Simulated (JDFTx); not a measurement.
Runs of JDFTx 1.7.0 (patched build) on CoO. Symmetry: Fm-3m, No. 225, cubic system. Conventional cell: a = 4.263 Å, b = 4.263 Å, c = 4.263 Å, α = 90.00°, β = 90.00°, γ = 90.00°. Around Co (site symmetry m-3m) lie 6 O at 2.13 Å. O (site symmetry m-3m) is surrounded by 6 Co at 2.13 Å. 

| task | level | potentials or basis | cell | k mesh | further solve for the empty bands | local potential set to -Z/r beyond | pseudo rcut | gap on the mesh (eV) | pressure (GPa) | moment (μB) |
| --- | --- | --- | --- | --- | --- | --- | --- | --- | --- | --- |
| single point | LDA | PseudoDojo-SR-LDA-0.4.1-standard | as given | 11 × 11 × 11 | yes | - | - | none | -19.8 | (b) |
| single point | PBEsol | PseudoDojo-SR-PBEsol-0.4.1-standard with smoothed tails | as given | 11 × 11 × 11 | yes | 6 bohr | 6 | none | -11.1 | 2.98 |
| relaxation of cell and atoms | PBE+D3(BJ) | PseudoDojo-SR-PBE-0.5-standard | relaxed | 9 × 9 × 9 | no | - | - | none | 0.0 | 2.99 |
| single point | PBE | PseudoDojo-SR-PBE-0.5-standard | as given | 11 × 11 × 11 | yes | - | - | none | (a) | 2.99 |

Alike in all rows: spin collinear, ferromagnetic start; cutoff (eV) 1306; smearing fermi-dirac 0.05 eV.

Problem. Fill in the values left out.

Solution. (a) -2.0; (b) 2.88.

Caveats: a cell with one magnetic atom can't hold antiferromagnetic order, which such compounds often take; semilocal functionals often make such compounds metallic where correlation or magnetic order opens a gap, which also shifts bond lengths; so large a pressure means that the cell lies far from this level's equilibrium, or that cutoff or potentials fall short (some runs); pairwise dispersion overbinds metals, which lowers pressure and volume (some runs).

A k mesh can miss the band edges.

A gap of «none» marks a metal or a gap under the smearing width.

Not every run made on this cell is shown here.
